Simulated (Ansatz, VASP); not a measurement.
## CdF2 in VASP and in Ansatz

```
CELL_PARAMETERS angstrom
0.00000 2.65759 2.65759
2.65759 0.00000 2.65759
2.65759 2.65759 0.00000
ATOMIC_POSITIONS crystal
Cd 0.00000 0.00000 0.00000
F 0.25000 0.25000 0.25000
F 0.75000 0.75000 0.75000
```

Change from the starting cell: volume scaled by 0.96, crystal datasets.

Alike in both runs: task electric field gradients; functional LDA; k mesh 8 × 8 × 8; occupations fermi-dirac, width 0.02 eV; no spin polarisation.

|  | VASP | Ansatz |
| --- | --- | --- |
| version | VASP 6.6.1 | Ansatz 0.2.0 |
| potentials or method | VASP PAW LDA potentials, release 64 (Cd, F), cutoff 520 eV | all-electron PAW with datasets made for the crystal, scalar-relativistic |

Ansatz gave:

| Property | Result |
| --- | --- |
| gap on the k mesh at the Fermi level (eV) | 2.94 |
| pressure (GPa) | -1.2 |
| Vzz of the field gradient on the site that differs most (V/Å²) | 0.0 |

Task: Which values does VASP return?

Result: gap on the k mesh at the Fermi level (eV): 2.94; pressure (GPa): 0.0; Vzz of the field gradient on the site that differs most (V/Å²): 0.0.

Ansatz ran all-electron here, so the differences hold the error of VASP's frozen core and of both bases. Ansatz warned: «gradients_without_spin_orbit».

A k mesh can miss the band edges.
